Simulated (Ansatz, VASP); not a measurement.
In in VASP and in Ansatz

File INCAR:

```
SYSTEM = In
PREC = Accurate
ENCUT = 600
EDIFF = 1E-6
ISMEAR = 0
SIGMA = 0.1
LREAL = .FALSE.
LASPH = .TRUE.
NELM = 100
ALGO = Normal
ISIF = 3
LWAVE = .FALSE.
LCHARG = .FALSE.
GGA = PE
IVDW = 12
IBRION = 2
NSW = 100
EDIFFG = -0.005
```

File KPOINTS:

```
regular mesh
0
G
  15 15 8
  0 0 0
```

POSCAR

```
In
1.0
    3.3354847820      0.0000000000      0.0000000000
   -1.6677423910      2.8886145552      0.0000000000
    0.0000000000      0.0000000000      5.5091429200
In
2
Direct
    0.3333333300      0.6666666700      0.2500000000
    0.6666666700      0.3333333300      0.7500000000
```

Input for Ansatz:

```yaml
crystal:
  lattice:
    - [3.335484782, 0.0, 0.0]
    - [-1.667742391, 2.8886145552, 0.0]
    - [0.0, 0.0, 5.50914292]
  atoms:
    - { symbol: In, position: [0.33333333, 0.66666667, 0.25] }
    - { symbol: In, position: [0.66666667, 0.33333333, 0.75] }
basis:
  ecutwfc: 420
kpoints:
  mp_grid: { grid: [15, 15, 8] }
hamiltonian:
  xc: pbe
  dispersion: d3bj
scf:
  occupations: { method: gaussian, width: 0.1 }
output:
  forces: true
  stress: true
  eigenvalues: true
relax:
  adjacent_minimum: "off"
  f_tol: 0.005
  max_steps: 80
  cell: { stress_tol: 0.05 }
```

This isn't the form of In at room conditions, which is tetragonal.

Alike in both runs: task relaxation of cell and atoms; functional PBE; dispersion D3(BJ); k mesh 15 × 15 × 8; occupations gaussian, width 0.1 eV; no spin polarisation.

```csv
,VASP,Ansatz
version,VASP 6.6.1,Ansatz 0.2.0
potentials or method,"VASP PAW PBE potentials, release 64 (In_d)","scalar-relativistic, plane waves, PAW"
plane-wave cutoff (eV),600,420
valence electrons in the cell,26,26
```

|  | VASP | Ansatz | Ansatz less VASP |
| --- | --- | --- | --- |
| gap on the k mesh at the Fermi level, each at its own relaxed structure (eV) | none | none | - |
| relaxed volume (Å³/atom) | 26.28 | 26.24 | -0.042 |
| relaxed cell length with the largest relative difference (Å) | 5.458 | 5.468 | +0.0104 |

A gap of «none» marks a metal or a gap that the smearing closes.

Caveats: pairwise dispersion overbinds metals, which lowers pressure and volume.
